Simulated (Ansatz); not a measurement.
# TaN: the cost of one run

Computed with Ansatz 0.2.0 (DFT r2SCAN, scalar-relativistic, plane waves, PAW, unless a step's input says otherwise).

3 further runs of the same task are left out: 3 set aside as unsound or not needed.

## Step 1: The structure to begin with

The structure is cubic, space group Fm-3m (No. 225). The conventional cell has a = 4.397 Å, b = 4.397 Å, c = 4.397 Å, α = 90.00°, β = 90.00°, γ = 90.00°. Ta (site symmetry m-3m) has 6 N at 2.20 Å as nearest neighbours. N (site symmetry m-3m) has 6 Ta at 2.20 Å as nearest neighbours.

Coordinates:

```cif
data_structure
_symmetry_space_group_name_H-M 'P 1'
_symmetry_Int_Tables_number 1
_cell_length_a 3.1088
_cell_length_b 3.1088
_cell_length_c 3.1088
_cell_angle_alpha 60.000
_cell_angle_beta 60.000
_cell_angle_gamma 60.000
_cell_volume 21.25
loop_
_atom_site_label
_atom_site_type_symbol
_atom_site_fract_x
_atom_site_fract_y
_atom_site_fract_z
_atom_site_occupancy
Ta1 Ta 0.50000 0.50000 0.50000 1
N1 N 0.00000 0.00000 0.00000 1
```

It is the result of an earlier relaxation at this level (volume 10.62 Å³/atom; gap on the mesh: none (metal)).

## Step 2: Target pressure -1 GPa

Contents of input.yaml:

```yaml
crystal:
  lattice:
    - [0.0, 2.2054508004, 2.2054508004]
    - [2.2054508004, 0.0, 2.2054508004]
    - [2.2054508004, 2.2054508004, 0.0]
  atoms:
    - { symbol: Ta, position: [0.5, 0.5, 0.5] }
    - { symbol: "N", position: [0.0, 0.0, 0.0] }
basis:
  ecutwfc: 500
kpoints:
  mp_grid: { grid: [16, 16, 16] }
hamiltonian:
  xc: r2scan
scf:
  occupations: { method: gaussian, width: 0.1 }
output:
  forces: true
  stress: true
  eigenvalues: true
relax:
  adjacent_minimum: "off"
  f_tol: 0.008
  max_steps: 50
  cell: { stress_tol: 0.08, p_target: -1.0 }
```

Started as:

```console
$ ansatz run input.yaml --threads 1 --pin off --max-ram 2560MiB --backend cpu --events-out ev --progress --plain --runs-dir out
```

Q: Estimate wall time and peak memory on 1 thread of AMD EPYC 9R45 (Zen 5), shared host.

About 8.8 s, with a peak of 0.49 GiB.
